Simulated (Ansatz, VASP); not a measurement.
## BAs: VASP beside Ansatz

```
B As
1.0
     0.00000    2.38394    2.38394
     2.38394    0.00000    2.38394
     2.38394    2.38394    0.00000
B As
1 1
Direct
  0.00000 0.00000 0.00000
  0.75000 0.75000 0.75000
```

Alike in both runs: task relaxation of cell and atoms; functional PBEsol; k mesh 10 × 10 × 10; no spin polarisation.

```csv
,VASP,Ansatz
version,VASP 6.6.1,Ansatz 0.2.0
potentials or method,"VASP PAW PBE potentials, release 64 (B, As)","scalar-relativistic, plane waves, PAW"
plane-wave cutoff (eV),600,420
occupations,"gaussian, width 0.01 eV",fixed
valence electrons in the cell,8,18
```

```csv
,VASP,Ansatz,Ansatz less VASP
"gap on the k mesh at the Fermi level, each at its own relaxed structure (eV)",1.08,1.08,+0.003
relaxed volume (Å³/atom),13.63,13.55,-0.083
relaxed cell length with the largest relative difference (Å),3.378,3.371,-0.0068
```

The two sets of potentials don't hold the same shells in valence.

Caveats: the PAW data sets were made with another functional, which shifts forces and pressure a little (VASP). A k mesh can miss the band edges. Zero-point motion and thermal expansion aren't in these numbers.
